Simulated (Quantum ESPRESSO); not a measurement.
# Si2W (P6_222) in Quantum ESPRESSO: reference runs, part 2 of 2

Quantum ESPRESSO 7.5. Earlier steps stand in the parts before.

## (5) Single point, PBE, 13.10 Å³/atom

Input file pw.in:

```
&CONTROL
  calculation = 'scf'
  prefix = 'pwscf'
  outdir = './tmp'
  pseudo_dir = './pseudo'
  tprnfor = .true.
  tstress = .true.
  disk_io = 'nowf'
/
&SYSTEM
  ibrav = 0
  nat = 9
  ntyp = 2
  ecutwfc = 55
  ecutrho = 440
  nbnd = 44
  occupations = 'smearing'
  smearing = 'fd'
  degauss = 0.00367493
/
&ELECTRONS
  conv_thr = 1.8d-09
  electron_maxstep = 120
  mixing_beta = 0.5
/
ATOMIC_SPECIES
W    183.8400 W_pbe_v1.2.uspp.F.UPF
Si    28.0850 Si.pbe-n-rrkjus_psl.1.0.0.UPF
CELL_PARAMETERS angstrom
   4.5544548361    0.0000000000    0.0000000000
  -2.2772274181    3.9442735884    0.0000000000
   0.0000000000    0.0000000000    6.5633025718
ATOMIC_POSITIONS crystal
W      0.5000000000    0.0000000000    0.5000000000
W      0.5000000000    0.5000000000    0.8333333333
W      0.0000000000    0.5000000000    0.1666666667
Si     0.3272520000    0.1636260000    0.1666666667
Si     0.8363740000    0.1636260000    0.8333333333
Si     0.1636260000    0.3272520000    0.5000000000
Si     0.6727480000    0.8363740000    0.1666666667
Si     0.1636260000    0.8363740000    0.8333333333
Si     0.8363740000    0.6727480000    0.5000000000
K_POINTS automatic
7 7 4 0 0 0
```

On the command line:

```console
> OMP_NUM_THREADS=1 mpirun -n 2 pw.x -nk 2 -in pw.in > pw.out
```

It took 94 s on 2 MPI ranks of Arm Neoverse V1, shared host; peak memory 1.1 GiB.

Results (log left out):

| Item | Value |
| --- | --- |
| Free energy | -7430.2746 eV |
| Pressure | 9.5 GPa |
| Largest force | 0.024 eV/Å |
| Band gap on the k mesh | 0.23 eV, indirect (least direct gap 0.74 eV) |

Caveat: spin-orbit coupling is left out, which moves the levels of the heavy elements; an odd mesh through Γ misses points on the zone boundary, where band edges often lie.

## (6) Single point, PBE, 13.37 Å³/atom

Edit pw.in of step 5 so:

```diff
@@ -29,5 +29,5 @@
 CELL_PARAMETERS angstrom
-   4.5544548361    0.0000000000    0.0000000000
-  -2.2772274181    3.9442735884    0.0000000000
-   0.0000000000    0.0000000000    6.5633025718
+   4.5858658620    0.0000000000    0.0000000000
+  -2.2929329311    3.9714763348    0.0000000000
+   0.0000000000    0.0000000000    6.6085681579
 ATOMIC_POSITIONS crystal
```

Potentials or basis: SSSP 1.3 efficiency PBE.

On the command line:

```console
> OMP_NUM_THREADS=1 mpirun -n 2 pw.x -nk 2 -in pw.in > pw.out
```

Wall time 1.8 min (2 MPI ranks of Arm Neoverse V1, shared host); peak memory 1.1 GiB.

Results (log left out):

```
Free energy            : -7430.3798 eV
Pressure               : 4.3 GPa
Largest force          : 0.011 eV/Å
Band gap on the k mesh : 0.23 eV, indirect (least direct gap 0.71 eV)
```

Caveat: spin-orbit coupling is left out, which moves the levels of the heavy elements; an odd mesh through Γ misses points on the zone boundary, where band edges often lie.

## (7) Single point, PBE, 13.65 Å³/atom

Edit pw.in of step 6 so:

```diff
@@ -29,5 +29,5 @@
 CELL_PARAMETERS angstrom
-   4.5858658620    0.0000000000    0.0000000000
-  -2.2929329311    3.9714763348    0.0000000000
-   0.0000000000    0.0000000000    6.6085681579
+   4.6168523821    0.0000000000    0.0000000000
+  -2.3084261911    3.9983114484    0.0000000000
+   0.0000000000    0.0000000000    6.6532220000
 ATOMIC_POSITIONS crystal
```

On the command line:

```console
> OMP_NUM_THREADS=1 mpirun -n 2 pw.x -nk 2 -in pw.in > pw.out
```

Run time: 1.8 min. Hardware: 2 MPI ranks of Arm Neoverse V1, shared host; peak memory 1.1 GiB.

Results (log left out):

| Property | Result |
| --- | --- |
| Free energy | -7430.4099 eV |
| Pressure | -0.3 GPa |
| Band gap on the k mesh | 0.23 eV, indirect (least direct gap 0.68 eV) |

Caveat: spin-orbit coupling is left out, which moves the levels of the heavy elements; an odd mesh through Γ misses points on the zone boundary, where band edges often lie.

## (8) Single point, PBE, 13.92 Å³/atom

Edit pw.in of step 7 so:

```diff
@@ -29,5 +29,5 @@
 CELL_PARAMETERS angstrom
-   4.6168523821    0.0000000000    0.0000000000
-  -2.3084261911    3.9983114484    0.0000000000
-   0.0000000000    0.0000000000    6.6532220000
+   4.6474284545    0.0000000000    0.0000000000
+  -2.3237142273    4.0247911039    0.0000000000
+   0.0000000000    0.0000000000    6.6972843569
 ATOMIC_POSITIONS crystal
```

On the command line:

```console
> OMP_NUM_THREADS=1 mpirun -n 2 pw.x -nk 2 -in pw.in > pw.out
```

Wall time 2 min (2 MPI ranks of Arm Neoverse V1, shared host); peak memory 1.2 GiB.

Results (log left out):

| Property | Result |
| --- | --- |
| Free energy | -7430.3726 eV |
| Pressure | -4.5 GPa |
| Largest force | 0.013 eV/Å |
| Band gap on the k mesh | 0.22 eV, indirect (least direct gap 0.65 eV) |

Caveat: spin-orbit coupling is left out, which moves the levels of the heavy elements; an odd mesh through Γ misses points on the zone boundary, where band edges often lie.

## (9) Single point, PBE, 14.19 Å³/atom

Edit pw.in of step 8 so:

```diff
@@ -29,5 +29,5 @@
 CELL_PARAMETERS angstrom
-   4.6474284545    0.0000000000    0.0000000000
-  -2.3237142273    4.0247911039    0.0000000000
-   0.0000000000    0.0000000000    6.6972843569
+   4.6776074070    0.0000000000    0.0000000000
+  -2.3388037035    4.0509268433    0.0000000000
+   0.0000000000    0.0000000000    6.7407744350
 ATOMIC_POSITIONS crystal
```

Potentials or basis: SSSP 1.3 efficiency PBE.

On the command line:

```console
> OMP_NUM_THREADS=1 mpirun -n 2 pw.x -nk 2 -in pw.in > pw.out
```

Wall time 2.3 min (2 MPI ranks of Arm Neoverse V1, shared host); peak memory 1.2 GiB.

It converged, with:

```yaml
Free_energy: -7430.2748 eV
Pressure: -8.2 GPa
Largest_force: 0.024 eV/Å
Band_gap_on_the_k_mesh: 0.22 eV, indirect (least direct gap 0.63 eV)
```

Caveat: spin-orbit coupling is left out, which moves the levels of the heavy elements; an odd mesh through Γ misses points on the zone boundary, where band edges often lie.

## (10) Single point, PBE, 14.46 Å³/atom

Edit pw.in of step 9 so:

```diff
@@ -29,5 +29,5 @@
 CELL_PARAMETERS angstrom
-   4.6776074070    0.0000000000    0.0000000000
-  -2.3388037035    4.0509268433    0.0000000000
-   0.0000000000    0.0000000000    6.7407744350
+   4.7074018880    0.0000000000    0.0000000000
+  -2.3537009441    4.0767296208    0.0000000000
+   0.0000000000    0.0000000000    6.7837104616
 ATOMIC_POSITIONS crystal
```

On the command line:

```console
> OMP_NUM_THREADS=1 mpirun -n 2 pw.x -nk 2 -in pw.in > pw.out
```

It took 2.3 min on 2 MPI ranks of Arm Neoverse V1, shared host; peak memory 1.2 GiB.

The run converged. Its results:

| Quantity | Value |
| --- | --- |
| Free energy | -7430.1230 eV |
| Pressure | -11.6 GPa |
| Largest force | 0.034 eV/Å |
| Band gap on the k mesh | 0.21 eV, indirect (least direct gap 0.60 eV) |

Caveat: spin-orbit coupling is left out, which moves the levels of the heavy elements; an odd mesh through Γ misses points on the zone boundary, where band edges often lie.

## (11) Equation of state, PBE

No new run: the results of the series are fitted here.

What came out:

* Equilibrium volume: 13.63 Å³/atom
* Bulk modulus at fixed shape and positions: 221 GPa
* Pressure derivative of the bulk modulus: 4.5

Energy against volume, from the lowest point:
```tsv
volume (Å³/atom)	energy (meV/atom)
12.827	36.05
13.100	15.04
13.373	3.34
13.646	0.00
13.919	4.15
14.192	15.01
14.465	31.88
```

Caveat: the cell was scaled at fixed shape and fractional positions, which overstates the stiffness of a crystal with free parameters, most of all of layers and chains. Spin-orbit coupling is left out, which matters for the levels of W.

## (12) Summary

| task | cell | gap on the mesh (eV) | pressure (GPa) |
| --- | --- | --- | --- |
| single point | as given | 0.23 | -0.3 |
| single point | atoms moved at random, drawn with an rms of 0.05 Å | 0.05 | 0.2 |
| equation of state | as given | - | - |

Alike in all rows: level PBE; potentials or basis SSSP 1.3 efficiency PBE; no spin polarisation; k mesh 7 × 7 × 4; cutoff (eV) 748; smearing fermi-dirac 0.05 eV.

Caveats: spin-orbit coupling is left out, which moves the levels of the heavy elements (some runs); an odd mesh through Γ misses points on the zone boundary, where band edges often lie (some runs); the cell was scaled at fixed shape and fractional positions, which overstates the stiffness of a crystal with free parameters, most of all of layers and chains (some runs).

Absolute energies hang on the potentials; compare differences alone.
